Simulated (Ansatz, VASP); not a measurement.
# Cross-check of CdS (Greenockite) between VASP and Ansatz, part 2 of 2

Aim: how closely do two programs agree when they are given the same cell, functional and k mesh? The cell is taken from a series of VASP runs on this material, whose earlier steps may have relaxed, scaled or displaced it; both programs get it as it stands.

VASP 6.6.1 and Ansatz 0.2.0.

So far. Step 4 (Side by side): The walks stopped with 0.00 GPa left in Ansatz and -0.02 GPa in VASP; each walk ends within a tolerance, so the volume difference is uncertain by about these residues over the bulk modulus, most in soft cells.

## Step 5: VASP: relaxation of cell and atoms, PBEsol with D4

Level of this step: PBEsol with D4; plane waves and PAW (Cd, S) (VASP).

The relaxed volume is the usual yardstick between codes: its relative difference is about their pressure difference at one cell divided by the bulk modulus. The cell compared in this pair holds 97.53 Å³, against 103.50 Å³ for the pair before.

File INCAR:

```
SYSTEM = CdS
PREC = Accurate
ENCUT = 450
EDIFF = 1E-06
NELM = 100
ISMEAR = 0
SIGMA = 0.03
LREAL = .FALSE.
ALGO = Normal
GGA = PS
IVDW = 13
NBANDS = 24
LORBIT = 11
LWAVE = .FALSE.
LCHARG = .FALSE.
KPAR = 4
IBRION = 2
NSW = 50
ISIF = 3
EDIFFG = -0.006
```

File POSCAR:

```
CdS
1.0
    4.1037002754      0.0000000000      0.0000000000
   -2.0518501378      3.5539086881      0.0000000000
    0.0000000000      0.0000000000      6.6872716857
Cd S
2 2
Direct
    0.6666666667      0.3333333333      0.4994952435
    0.3333333333      0.6666666667      0.9994952435
    0.6666666667      0.3333333333      0.8755047565
    0.3333333333      0.6666666667      0.3755047565
```

File KPOINTS:

```
Automatic mesh
0
Gamma
6 6 4
0 0 0
```

PAW data sets: Cd and S (PBE family, release 64).

The run is started by

```bash
mpirun -np 4 vasp_std
```

Numbers of over 12 decimals in the logs are rounded to 6 here.

The program printed:

```text
[banner, memory and clock lines left out]
running    4 mpi-ranks, on    1 nodes
[...]
[... a notice as in an earlier step ...]

 LDA part: xc-table for (Slater+PW92), standard interpolation
 POSCAR, INCAR and KPOINTS ok, starting setup
[...]
entering main loop
       N       E                     dE             d eps       ncg     rms          rms(c)
DAV:   1     0.225437187922E+03    0.22544E+03   -0.16391E+04  1008   0.123E+03
DAV:   2    -0.299606966568E+01   -0.22843E+03   -0.22253E+03  1144   0.321E+02
DAV:   3    -0.145040782057E+02   -0.11508E+02   -0.11470E+02  1248   0.734E+01
DAV:   4    -0.146160904894E+02   -0.11201E+00   -0.11198E+00  1192   0.705E+00
[...]
DAV:  14    -0.136212942397E+02    0.26768E-05   -0.41568E-06  1120   0.224E-02    0.374E-02
DAV:  15    -0.136212907877E+02    0.34520E-05   -0.13480E-05  1128   0.170E-02    0.168E-02
DAV:  16    -0.136212908857E+02   -0.97957E-07   -0.34906E-07   592   0.390E-03
   1 F= -.14373497E+02 E0= -.14373497E+02  d E =-.143735E+02
[...]
N       E                     dE             d eps       ncg     rms          rms(c)
DAV:   1    -0.136209294946E+02    0.36129E-03   -0.83341E-03  1040   0.938E-01    0.144E-01
DAV:   2    -0.136205985763E+02    0.33092E-03   -0.90035E-04  1104   0.378E-01    0.516E-02
DAV:   3    -0.136205659242E+02    0.32652E-04   -0.90784E-05  1208   0.816E-02    0.436E-02
DAV:   4    -0.136205634529E+02    0.24713E-05   -0.68911E-06  1080   0.207E-02    0.974E-03
DAV:   5    -0.136205635436E+02   -0.90753E-07   -0.29783E-06   928   0.208E-02
   2 F= -.14373515E+02 E0= -.14373515E+02  d E =-.182171E-04
 trial-energy change:   -0.000018  1 .order   -0.000013   -0.000034    0.000008
 step:   0.8887(harm=  0.8170)  dis= 0.00010  next Energy=   -14.373516 (dE=-0.186E-04)
 reached required accuracy - stopping structural energy minimisation
```

From OUTCAR (step 5):

```text
  Edisp (eV):   -0.75295

  Total       0.01341     0.01341     0.00427    -0.00000     0.00000     0.00000
  in kB       0.22053     0.22053     0.07016    -0.00000     0.00000     0.00000
  external pressure =        0.17 kB  Pullay stress =        0.00 kB

 POSITION                                       TOTAL-FORCE (eV/Angst)
 -----------------------------------------------------------------------------------
      2.05133      1.18433      3.33842         0.000000     -0.000000     -0.003216
     -0.00000      2.36867      6.68033        -0.000000     -0.000000     -0.003216
      2.05133      1.18433      5.85182         0.000000      0.000000      0.003216
     -0.00000      2.36867      2.50991        -0.000000      0.000000      0.003216
 -----------------------------------------------------------------------------------
    total drift:                                0.000000      0.000001      0.000441

  FREE ENERGIE OF THE ION-ELECTRON SYSTEM (eV)
  ---------------------------------------------------
  free  energy   TOTEN  =       -14.3735153715 eV

  energy  without entropy=      -14.3735153715  energy(sigma->0) =      -14.37351537

[... 2 parts as in an earlier step ...]

[... 2 further parts left out ...]
[key lines of the parts left out:]
E-fermi :   1.5617
```

## Step 6: Ansatz: relaxation of cell and atoms, PBEsol with D4

The same cell, functional, mesh and smearing now go to Ansatz, which takes its cutoff from its data sets.

The cell is taken from a series of VASP runs on this material, whose earlier steps may have relaxed, scaled or displaced it; both programs get it as it stands.

File input.yaml:

```yaml
crystal:
  lattice:
    - [4.1037002754, 0.0, 0.0]
    - [-2.0518501378, 3.5539086881, 0.0]
    - [0.0, 0.0, 6.6872716857]
  atoms:
    - { symbol: Cd, position: [0.6666666667, 0.3333333333, 0.4994952435] }
    - { symbol: Cd, position: [0.3333333333, 0.6666666667, 0.9994952435] }
    - { symbol: S, position: [0.6666666667, 0.3333333333, 0.8755047565] }
    - { symbol: S, position: [0.3333333333, 0.6666666667, 0.3755047565] }
hamiltonian:
  xc: pbesol
  pseudopotentials: { kind: paw }
  dispersion: d4
kpoints:
  mp_grid: { grid: [6, 6, 4] }
scf:
  occupations: { method: gaussian, width: 0.03 }
relax:
  f_tol: 0.01
  max_steps: 60
  cell: { stress_tol: 0.05 }
output:
  forces: true
  stress: true
```

The run is started by

```bash
ansatz run input.yaml --threads 4 --pin off --max-ram 9216MiB --backend cpu --events-out ev --progress --plain --runs-dir out
```

The program printed:

```text
[...]
Crystal: 4 atoms, lattice volume = 97.528 Å³
Basis set: ecut = 420 eV, 1919 PW (Γ), exchange–correlation on 60×60×90 points (8 copies of the dense FFT grid, shifted against one another)
Bands: 32, of which v1, the nominal top of the filled ones, is band 26 counted from 1 (25 counted from 0)
Symmetry: 12 space group operations
[...]
k-points: 21 of 144 (time reversal used)
[...]
cell:  # Å, volume = 96.9663 Å³
    - [4.097115, 5.764243873067055e-11, -1.4750236861716152e-18]
    - [-2.048558, 3.548206, 7.445802934583324e-19]
    - [-2.4036560835797552e-18, 0, 6.670125]
  atoms:
    - { symbol: Cd, position: [0.666667, 0.333333, 0.499377] }
    - { symbol: Cd, position: [0.333333, 0.666667, 0.999377] }
    - { symbol: S, position: [0.666667, 0.333333, 0.875623] }
    - { symbol: S, position: [0.333333, 0.666667, 0.375623] }
[key lines of the parts left out:]
SCF converged after 5 iterations
Free energy (F): -18141.200506 eV
Fermi energy:    7.701781 eV
P = ⅓ Tr σ = 0.0044 GPa (0.044 kbar)
```

The job ended after 3.6 s (4 threads of Arm Neoverse V1, shared host; peak memory 0.39 GiB).

## Step 7: Differences

What differs besides the data sets and the points named for the pairs above, as far as they apply: the cutoff is 420 eV in Ansatz and 450 eV in VASP; Ansatz makes its cores anew for this functional, VASP keeps those of its PBE data sets; VASP leaves aspherical gradient terms in its spheres out (LASPH is not set), Ansatz keeps them. Total energies have different zeros and are not compared.

Compared:

| quantity | Ansatz | VASP | difference |
| --- | --- | --- | --- |
| volume (Å³) | 96.97 | 97.43 | -0.47 % |
| edge a after relaxation, in the typed setting (Å) | 4.097 | 4.103 | -0.14 % |
| edge c after relaxation, in the typed setting (Å) | 6.670 | 6.684 | -0.20 % |

The walks stopped with 0.00 GPa left in Ansatz and 0.02 GPa in VASP; each walk ends within a tolerance, so the volume difference is uncertain by about these residues over the bulk modulus, most in soft cells.

## Step 8: Results

| Item | Value |
| --- | --- |
| difference in volume (relaxation of cell and atoms, r2SCAN) | -0.35 % |
| difference in volume (relaxation of cell and atoms, PBEsol with D4) | -0.47 % |

What this shows: The difference in volume is -0.47 % (relaxation of cell and atoms, PBEsol with D4), within the 1.2 % picked in this series as the mark of a large difference, as far as the stopping tolerances let one tell. How closely two codes agree says nothing of how well the functional describes the real material.

[Lines on the potential files, build, host, timing and source positions are cut from VASP's logs without a mark.]

[Logs are printed without paths, hosts, clocks, repeated set-up lines and the standing remarks that a program may print on its own settings, such as how far it seeks lower states.]

[Hosts, paths, dates, database ids (printed as entryN), source tags and the programs' standing remarks are cut or masked in the printed files.]
